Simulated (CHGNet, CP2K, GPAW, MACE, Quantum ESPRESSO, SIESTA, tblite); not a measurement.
**A faulty GPAW run on generalised stacking fault on (110) of BePd (80 atoms)**

Program: GPAW 26.7.0, a calculation on a cell of 40 Be and 40 Pd, 11.1 Å³ an atom.

File run.py:

```python
import numpy as np
from ase.io import read
from gpaw import GPAW, FermiDirac

atoms = read("structure.xyz")
atoms.calc = GPAW(
    mode="lcao",
    basis="dzp",
    h=0.2,
    xc="PBE",
    kpts={"size": (1, 1, 1), "gamma": True},
    occupations=FermiDirac(0.05),
    maxiter=6,
    symmetry={"point_group": False},
    txt="gpaw.txt",
)
energy = atoms.get_potential_energy(force_consistent=True)
forces = atoms.get_forces()
print(f"energy {energy:.6f} eV")
print("forces (eV/A)")
for i, (a, f) in enumerate(zip(atoms, forces)):
    print(f"{i:4d} {a.symbol:2s} {f[0]:10.5f} {f[1]:10.5f} {f[2]:10.5f}")
print(f"Fermi level {atoms.calc.get_fermi_level():.4f} eV")
for k in range(len(atoms.calc.get_ibz_k_points())):
    for s in range(atoms.calc.get_number_of_spins()):
        e = atoms.calc.get_eigenvalues(kpt=k, spin=s)
        n = np.searchsorted(e, atoms.calc.get_fermi_level())
        print(f"k {k} spin {s} levels about the Fermi level:", np.round(e[max(n - 6, 0):n], 4).tolist(), "|", np.round(e[n:n + 6], 4).tolist())
```

File structure.xyz:

```xyz
80
Lattice="5.62600 0.00000 0.00000 0.00000 7.95637 0.00000 1.40650 0.00000 19.89091" Properties=species:S:1:pos:R:3 pbc="T T T"
Be 5.66530 0.00867 19.86585
Pd 1.40179 7.93950 1.94076
Be 1.41192 7.95120 0.03759
Pd 4.19400 7.92606 1.98491
Be 5.63406 3.99736 19.86804
Pd 1.37099 4.01407 1.96343
Be 1.40289 3.98391 0.01014
Pd 4.21680 3.98017 1.97716
Be 5.61307 1.98647 1.98133
Pd 1.44055 1.95353 3.95929
[... 66 atom lines left out ...]
Be 5.62826 6.00674 17.89963
Pd 1.41419 5.97913 19.85570
Be 2.83650 6.02440 17.87696
Pd 4.20365 5.95526 19.88156
```

Command:

```bash
$ OMP_NUM_THREADS=1 python run.py > output.txt
```

The program printed:

```text
gpaw.KohnShamConvergenceError
```

gpaw.txt:

```text
Input parameters:
  mode=LCAO(),
  basis={'default': 'dzp'},
  h=0.2,
  kpts=MonkhorstPack(size=(1, 1, 1), gamma=True),
  maxiter=6,
  occupations=Occupations(name='fermi-dirac', width=0.05, fixmagmom=False),
  symmetry=Symmetry(point_group=False),
  xc=XC(name='PBE')
Unit cell  # Å
| periodic |        x |        y |         z |   lengths |    angles |
|----------|----------|----------|-----------|-----------|-----------|
|      yes | 5.626000 | 0.000000 |  0.000000 |  5.626000 | 90.000000 |
|      yes | 0.000000 | 7.956370 |  0.000000 |  7.956370 | 85.955308 |
|      yes | 1.406500 | 0.000000 | 19.890910 | 19.940575 | 90.000000 |
Number of symmetries: 1
Symmetry operations  # r_c * U_cc + t_c -> r_c
|   | kind |            matrix            |
|---|------|------------------------------|
| 0 |  E   |  1, 0, 0,  0, 1, 0,  0, 0, 1 |
BZ-sampling:
  Number of BZ points: 1
  Number of IBZ points: 1
  Monkhorst-Pack size: [1, 1, 1]
  Monkhorst-Pack shift: [0, 0, 0]
K-points  # in reciprocal-cell coordinates
|   |                                coordinates |     weight |
|---|--------------------------------------------|------------|
| 0 | (  0.00000000,   0.00000000,   0.00000000) | 1.00000000 |
basis functions: 1280
Spin-components: 1 (collinear spins)
Bands:           436
Projectors:      360
Spin-degeneracy: 2
Datatype:        <class 'float'>
Parallelization:
  kpt:    1
  domain: 1
  band:   1
Density:
  Valence electrons: 720.0
  Components: 1
  Grid points: [ 28  40 100]
  Charge: 0.0  # |e|
Potential:
  Grid points: [ 28  40 100]
species:
  Be:
    name:    Beryllium
    Z:       4.0
    valence: 2
    core:    2
    LCAO basis set for Be:
      Name: dzp
      Number of radial functions: 3
      Number of spherical harmonics: 5
        l=0, rc=8.2188 Bohr: 2s-sz confined orbital
        l=0, rc=4.8281 Bohr: 2s-dz split-valence wave
        l=1, rc=8.2188 Bohr: p-type Gaussian polarization
      Number of RI-basis functions 0
  Pd:
    name:    Palladium
    Z:       46.0
    valence: 16
    core:    30
    LCAO basis set for Pd:
      Name: dzp
      Number of radial functions: 9
      Number of spherical harmonics: 27
        l=0, rc=10.0312 Bohr: 5s-sz confined orbital
        l=1, rc=3.5312 Bohr: 4p-sz confined orbital
        l=1, rc=16.0000 Bohr: 5p-sz confined orbital
        l=2, rc=6.2031 Bohr: 4d-sz confined orbital
        l=0, rc=6.0156 Bohr: 5s-dz split-valence wave
        l=1, rc=2.4062 Bohr: 4p-dz split-valence wave
        l=1, rc=9.9375 Bohr: 5p-dz split-valence wave
        l=2, rc=3.6719 Bohr: 4d-dz split-valence wave
        l=1, rc=10.0312 Bohr: p-type Gaussian polarization
      Number of RI-basis functions 0
Reference energy: -5505027.027668  # eV
eigensolver:
density mixing:
  MSR1-Mixer
occupation numbers:
  Fermi-Dirac:
    width: 0.0500  # eV
FastPoissonSolver using
    Stencil: 8*3+1=25 point O(h^6) finite-difference Laplacian
xc functional:
  name: PBE with 2 nearest neighbor stencil
interpolation: tri-quintic # 5. degree polynomial
Initialization done in: 24.097 s
convergence criteria:
- Maximum [total energy] change in last 3 cyles: 0.0005 eV / valence electron
- Maximum integral of absolute [dens]ity change: 0.0001 electrons / valence electron
- Maximum integral of absolute [eigenst]ate change: 4e-08 eV^2 / valence electron
maximum number of iterations: 6
SCF iterations
|iter     |      energy | eigst |  dens |
|---------|-------------|-------|-------|
|iter:   1| -455.770100 |      c|       |
|iter:   2| -403.484380 |      c| -0.72 |
|iter:   3|-4953.813095 |      c| -0.80 |
|iter:   4|-1522.558258 |      c| -0.25 |
|iter:   5| -315.634204 |      c| -0.41 |
|iter:   6| -316.365374 |      c| -1.22 |
timing:  # [seconds]
  Total: 557.119  # ━━━━━━━━━━━━━━━━━━━━━━━━━━━━━━━━━━━━━━━━━━━━━━━━━━━━━━━━━
  Init:   24.096  # ━━╸
  SCF:   532.935  # ━━━━━━━━━━━━━━━━━━━━━━━━━━━━━━━━━━━━━━━━━━━━━━━━━━━━━━╸
```

Elapsed: 9.3 min, on 1 thread of Arm Neoverse V1, shared host; peak memory 2.2 GiB.

Banners, paths, timers and routine set-up lines are dropped from the logs unmarked, and long logs keep their key lines alone; longer cuts are marked.

**Question.** What is wrong with this input?

Too few SCF iterations: iteration limit 6.

The run ended unconverged.

[Also dropped from logs without a mark: logging warnings of Python, and SIESTA's first energy breakdown and zero terms.]

[Logs are printed without paths, hosts, clocks, repeated set-up lines and the standing remarks that a program may print on its own settings, such as how far it seeks lower states.]

[Hosts, paths, dates, database ids (printed as entryN), source tags and the programs' standing remarks are cut or masked in the printed files.]
